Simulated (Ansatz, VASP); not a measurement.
**Zn3Cu in VASP and in Ansatz**

```
Zn Cu
1.0
     1.51501   -2.16659    0.00000
     1.51501    2.16659    0.00000
     0.00000    0.00000    8.54104
Zn Cu
3 1
Direct
  0.50000 0.50000 0.76368
  0.00000 0.00000 0.50000
  0.50000 0.50000 0.23632
  0.00000 0.00000 0.00000
```

The cell comes from a database or a generator and needn't be the stable form of this composition.

Alike in both runs: task single point; functional PBEsol; k mesh 8 × 8 × 2; occupations gaussian, width 0.1 eV; no spin polarisation.

|  | VASP | Ansatz |
| --- | --- | --- |
| version | VASP 6.6.1 | Ansatz 0.2.0 |
| potentials or method | VASP PAW PBE potentials, release 64 (Zn, Cu) | scalar-relativistic, plane waves, PAW |
| plane-wave cutoff (eV) | 520 | 420 |
| valence electrons in the cell | 47 | 55 |

|  | VASP | Ansatz | Ansatz less VASP |
| --- | --- | --- | --- |
| gap on the k mesh at the Fermi level (eV) | none | none | - |
| pressure (GPa) | -5.6 | -6.0 | -0.46 |
| largest component of the traceless stress (GPa) | 0.98 | 1.00 | +0.022 |
| rms of the force components (eV/Å) | 0.017 | 0.013 | -0.0037 |

Atom by atom the forces differ by 0.004 eV/Å (rms over components). A gap of «none» marks a metal or a gap that the smearing closes. The functional is the same, so the differences come from potentials, cutoffs and numerics. The two sets of potentials don't hold the same shells in valence.

Caveats: the k mesh is coarse (spacing up to 0.37 Å⁻¹), so the values aren't converged; the PAW data sets were made with another functional, which shifts forces and pressure a little (VASP).
